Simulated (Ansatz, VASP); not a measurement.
Mg in VASP and in Ansatz

```
Mg
1.0
     3.17688    0.00000    0.00000
    -1.58844    2.75126    0.00000
     0.00000    0.00000    5.15767
Mg
2
Direct
  0.33333 0.66667 0.25000
  0.66667 0.33333 0.75000
```

Alike in both runs: task relaxation of cell and atoms; functional LDA; k mesh 12 × 12 × 7; occupations fermi-dirac, width 0.05 eV; no spin polarisation.

|  | VASP | Ansatz |
| --- | --- | --- |
| version | VASP 6.6.1 | Ansatz 0.2.0 |
| potentials or method | VASP PAW LDA potentials, release 64 (Mg), cutoff 600 eV | all-electron LAPW, scalar-relativistic |

VASP gave:

```
relaxed volume (Å³/atom)                                     : 21.42
relaxed cell length with the largest relative difference (Å) : 3.140
energy change over the relaxation (meV/atom)                 : -8
```

Question: Which values does Ansatz return?

Answer: Relaxed volume (Å³/atom): 21.59; relaxed cell length with the largest relative difference (Å): 3.148; energy change over the relaxation (meV/atom): -5.

Ansatz ran all-electron here, so the differences hold the error of VASP's frozen core and of both bases.

LDA usually gives volumes a few per cent too small. Zero-point motion and thermal expansion aren't in these numbers.
